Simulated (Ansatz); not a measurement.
Crystal: Co.

```
Co
1.0
     2.47056    0.00000    0.00000
    -1.23528    2.13957    0.00000
     0.00000    0.00000    8.08823
Co
4
Direct
  0.66667 0.33333 0.75000
  0.00000 0.00000 0.50000
  0.33333 0.66667 0.25000
  0.00000 0.00000 0.00000
```

Base run:

```yaml
Program: Ansatz 0.2.0
Functional: PBE
Potentials_or_basis: Ansatz PAW
Cutoff: "420 eV (not typed: the program's choice for these potentials)"
k_mesh: 10 × 10 × 3
Occupations: fermi-dirac, width 0.05 eV
Spin: collinear spin, ferromagnetic start
Starting_moments: "[1.0, 1.0, 1.0, 1.0] μB"
Fixed_moment: 4 μB
```

Its results: pressure -3.1 GPa; site moments Co +0.81, +1.31 μB.

Task: The run is repeated on the same cell with these changes: fixed moment from 4 μB to 10 μB; moments at the start from [1.0, 1.0, 1.0, 1.0] to [2.5, 2.5, 2.5, 2.5]. What comes out?

Result: Pressure 27.5 GPa; site moments Co +2.42, +2.41 μB.

Caveats: the total moment is fixed, so each spin has its own Fermi level; the thresholds are loose for stress.
